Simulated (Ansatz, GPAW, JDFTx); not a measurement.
## ZrS2: 3 runs at one level of theory

```xyz
3
Lattice="3.6914 0.0000 0.0000 -1.8457 3.1968 0.0000 0.0000 0.0000 6.0411" Properties=species:S:1:pos:R:3 pbc="T T T"
Zr    0.0000    0.0000    0.0000
S     0.0000    2.1312    1.4372
S     1.8457    1.0656    4.6038
```

The cell is a database's computed one, not the measured one.

Alike in all runs: task single point; functional PBEsol; k mesh 8 × 8 × 5; occupations gaussian, width 0.05 eV; no spin polarisation; no spin-orbit coupling. Pressure is positive in compression and, in plane waves, holds the error of the finite cutoff, which Ansatz's Pulay term estimates and takes out.

```tsv
program and potentials	plane-wave cutoff (eV)	notes	pressure (GPa)	largest force (eV/Å)
Ansatz, Ansatz PAW	420	potentials made for PBE, which Ansatz adapts in part	-2.52	0.152
GPAW, PAW data sets generated for this functional	600	-	-2.79	0.173
JDFTx, PseudoDojo-SR-PBEsol-0.4.1-standard with smoothed tails	898	-	-2.48	0.143
```

Force on atom 2 (S), eV/Å:

```csv
program and potentials,x,y,z
"Ansatz, Ansatz PAW",0.000,0.000,-0.152
"GPAW, PAW data sets generated for this functional",0.000,0.000,-0.173
"JDFTx, PseudoDojo-SR-PBEsol-0.4.1-standard with smoothed tails",0.000,0.000,-0.143
```

The pressure spans -2.79 (GPAW, PAW data sets generated for this functional) to -2.48 GPa (JDFTx, PseudoDojo-SR-PBEsol-0.4.1-standard with smoothed tails).

The functional is the same throughout but for its coding, so the spread measures potentials, basis and numerics; runs on potential files found faulty are left out.
